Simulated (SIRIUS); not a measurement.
# Te in SIRIUS: the effect of rattle

Crystal: Te.

```
CELL_PARAMETERS angstrom
4.45400 0.00000 0.00000
-2.22700 3.85728 0.00000
0.00000 0.00000 5.92400
ATOMIC_POSITIONS crystal
Te 0.73347 0.72674 0.00203
Te 0.99806 0.26836 0.66384
Te 0.26801 0.99571 0.33185
```

The cell isn't the ideal one: atoms moved at random.

Alike in all runs:

```yaml
Program: SIRIUS 7.12.0
Task: single point
Functional: PBE
Potentials_or_basis: all-electron FP-LAPW
Cutoff: 149 eV
Basis: apw+lo standard
k_mesh: 7 × 7 × 5
Occupations: fermi-dirac, width 0.05 eV
Spin: no spin polarisation
```

```csv
rattle,gap on the mesh (eV),largest force (eV/Å)
0.02,?,?
0.05,0.49,0.21
0.15,0.47,0.68
```

Q: What does the run with rattle 0.02 give?

A: gap on the mesh 0.56 eV; largest force 0.24 eV/Å.

Caveats: spin-orbit coupling is left out, which moves the levels of the heavy elements; an odd mesh through Γ misses points on the zone boundary, where band edges often lie.
